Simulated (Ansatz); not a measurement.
Write the native input for Ansatz 0.2.0 that does the following.

- Task: single point
- Functional: PBE
- Potentials or basis: all-electron LAPW, scalar-relativistic
- Cutoff: 260 eV (chosen from the basis error)
- Basis error allowed: 0.001 eV/atom
- k mesh: 7 × 7 × 7
- Occupations: gaussian, width 0.013 eV
- Spin: no spin polarisation

Crystal: CdTe.

```
Te Cd
1.0
     0.00000    3.20500    3.20500
     3.20500    0.00000    3.20500
     3.20500    3.20500    0.00000
Te Cd
1 1
Direct
  0.75000 0.75000 0.75000
  0.00000 0.00000 0.00000
```

The input as run:

input.yaml

```yaml
crystal:
  lattice:
    - [0.0, 3.205, 3.205]
    - [3.205, 0.0, 3.205]
    - [3.205, 3.205, 0.0]
  atoms:
    - { symbol: Te, position: [0.75, 0.75, 0.75] }
    - { symbol: Cd, position: [0.0, 0.0, 0.0] }
kpoints:
  mp_grid: { grid: [7, 7, 7] }
scf:
  occupations: { method: gaussian, width: 0.013 }
hamiltonian:
  xc: pbe
  pseudopotentials: { kind: all_electron, lapw: { basis_error: 0.001 } }
output:
  forces: true
  stress: true
  eigenvalues: true
```

Potentials or basis: all-electron LAPW, scalar-relativistic.

Command:

```console
$ ansatz run input.yaml --threads 1 --pin off --max-ram 3072MiB --backend cpu --events-out ev --progress --plain --runs-dir out
```

Results of the run:

```yaml
Pressure: 4.3 GPa
Band_gap_on_the_k_mesh: 0.87 eV, direct
```

Caveat: spin-orbit coupling is left out, which moves the levels of the heavy elements.

Run time: 11 s on 1 thread of Arm Neoverse V2, with other jobs on the host, peak memory 0.29 GiB.
